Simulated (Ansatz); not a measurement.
A surface is cut from this relaxed crystal of VN:

```xyz
2
Lattice="0.0000 2.0364 2.0364 2.0364 0.0000 2.0364 2.0364 2.0364 0.0000" Properties=species:S:1:pos:R:3 pbc="T T T"
V     0.0000    0.0000    0.0000
N     2.0364    2.0364    2.0364
```

Miller indices refer to the conventional cell of Fm-3m (No. 225), a = 4.073 Å, b = 4.073 Å, c = 4.073 Å, α = 90.00°, β = 90.00°, γ = 90.00°.

Consider the (111) slab of 9 planes, 9.4 Å thick with 15 Å of vacuum as cut; outer planes V (top) and V (bottom), all atoms relaxed.

Level of theory: DFT PBEsol, scalar-relativistic, plane waves, PAW (Ansatz). Plane waves to 420 eV, a k mesh through Γ of 12×12×1 on the computed 9-atom cell and Gaussian smearing (0.10 eV); no spin polarisation. The cell repeats along c with a dipole correction in the vacuum.

The slab isn't stoichiometric (V5N4), so its surface energy depends on the chemical potentials; it is given with the excess atoms taken from the element's standard state, a limit at which the compound may itself be unstable, so the figure can be too low. The work function read from the bulk's Fermi level differs by 0.45 eV, so the slab's middle doesn't match the bulk reference (too thin, or relaxed to another structure or magnetic state). The slab's middle planes relax by over 3 % too, so it holds no bulk-like region.

Task: Give the surface energy with the excess atoms taken from the elements.

Result: 1.92 J/m².

Task: Estimate the work function.

Result: 4.85 eV.

Task: The top two planes lie 1.176 Å apart in the bulk. How does relaxation change this?

Result: The spacing becomes 0.956 Å (-18.7 %).

Spin polarisation was left out, and a magnetic state may lie lower.